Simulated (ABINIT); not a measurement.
Crystal: Co.

```
Co
1.0
     2.47200    0.00000    0.00000
    -1.23600    2.14081    0.00000
     0.00000    0.00000    4.02114
Co
2
Direct
  0.66667 0.33333 0.75000
  0.33333 0.66667 0.25000
```

- Program: ABINIT 10.8.3 (patched build)
- Task: relaxation of cell and atoms
- Functional: LDA
- Potentials or basis: PseudoDojo NC SR LDA v0.4.1 standard
- Cutoff: 1306 eV
- k mesh: 9 × 9 × 5
- Occupations: fermi-dirac, width 0.05 eV
- Spin: collinear spin, ferromagnetic start
- Starting moments: [2.0, 2.0] μB

At the start: pressure -15.3 GPa; volume 10.64 Å³/atom.

Q: How do energy, volume and symmetry change on relaxing?

A: Over 7 steps the energy falls by 33.3 meV/atom and the volume is 9.99 Å³/atom (-6.1 %); space group P6_3/mmc (No. 194, to 0.05 Å); moment 2.99 μB per cell.

Step by step:
| step | energy change (eV) | largest force (eV/Å) | pressure (GPa) | volume (Å³) |
| --- | --- | --- | --- | --- |
| 1 | 0.0000 | 0.0000 | -15.30 | 21.28 |
| 2 | -0.0619 | 0.0000 | -4.31 | 20.30 |
| 3 | -0.0664 | 0.0000 | 0.55 | 19.94 |
| 4 | -0.0665 | 0.0000 | 0.04 | 19.98 |
| 5 | -0.0666 | 0.0000 | -0.07 | 19.99 |
| 6 | -0.0666 | 0.0000 | -0.03 | 19.99 |
| 7 | -0.0666 | 0.0000 | -0.01 | 19.98 |

Final structure:
```xyz
2
Lattice="2.4257 0.0000 0.0000 -1.2128 2.1007 0.0000 0.0000 0.0000 3.9216" Properties=species:S:1:pos:R:3 pbc="T T T"
Co    1.2128    0.7002    2.9412
Co    0.0000    1.4005    0.9804
```
